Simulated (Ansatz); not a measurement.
Crystal: ZrO2.

```
CELL_PARAMETERS angstrom
0.00000 2.54507 2.54507
2.54507 0.00000 2.54507
2.54507 2.54507 0.00000
ATOMIC_POSITIONS crystal
Zr 0.00000 0.00000 0.00000
O 0.75000 0.75000 0.75000
O 0.25000 0.25000 0.25000
```

Measurements of this composition are mostly on another form, of space group No. 14.

Base run:

| Item | Value |
| --- | --- |
| Program | Ansatz 0.2.0 |
| Functional | PBEsol |
| Potentials or basis | Ansatz PAW |
| Cutoff | 420 eV (not typed: the program's choice for these potentials) |
| k mesh | 9 × 9 × 9 |
| Occupations | fermi-dirac, width 0.05 eV |
| Spin | no spin polarisation |

Its results: band gap on the k mesh 3.34 eV, indirect (least direct gap 3.83 eV); pressure -3.8 GPa.

Question: The run is repeated on the same cell with these changes: functional from PBEsol to RPBE. What comes out?

Answer: Band gap on the k mesh 3.46 eV, indirect (least direct gap 3.93 eV); pressure 8.4 GPa.

RPBE binds less tightly than PBEsol, so the same cell stands under more pressure.

Caveats: the k mesh misses the band edges, so the gap on the mesh is wider than the one along the path; the PAW data sets come from PBE, with cores solved anew for the run's functional, which leaves a small shift of forces and pressure.
